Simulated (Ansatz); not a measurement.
**Osmium (bcc) across density functionals**

All rows: Ansatz, plane waves with scalar-relativistic PAW, 420 eV (500 eV for the SCAN forms), relaxed under each functional, no dispersion correction, no zero-point motion. B₀ comes from uniform scaling at fixed shape; a dash is a value not given.

```json
{"functional": "PBE", "V (Å³/atom)": "14.79", "cell": "a = 3.093 Å", "B₀ (GPa)": "352", "magnetic state": "spin not included", "ΔE to hcp (meV/atom)": "890"}
{"functional": "r²SCAN", "V (Å³/atom)": "14.49", "cell": "a = 3.071 Å", "B₀ (GPa)": "381", "magnetic state": "spin not included", "ΔE to hcp (meV/atom)": "933"}
{"functional": "PBEsol", "V (Å³/atom)": "14.36", "cell": "a = 3.063 Å", "B₀ (GPa)": "384", "magnetic state": "spin not included", "ΔE to hcp (meV/atom)": "924"}
{"functional": "LDA", "V (Å³/atom)": "14.15", "cell": "a = 3.048 Å", "B₀ (GPa)": "399", "magnetic state": "spin not included", "ΔE to hcp (meV/atom)": "938"}
{"functional": "revPBE", "V (Å³/atom)": "14.91", "cell": "a = 3.101 Å", "B₀ (GPa)": "342", "magnetic state": "spin not included", "ΔE to hcp (meV/atom)": "880"}
{"functional": "RPBE", "V (Å³/atom)": "14.95", "cell": "a = 3.104 Å", "B₀ (GPa)": "338", "magnetic state": "spin not included", "ΔE to hcp (meV/atom)": "876"}
{"functional": "BLYP", "V (Å³/atom)": "15.48", "cell": "a = 3.140 Å", "B₀ (GPa)": "303", "magnetic state": "spin not included", "ΔE to hcp (meV/atom)": "828"}
```

LDA gives the smallest volume and BLYP the largest.
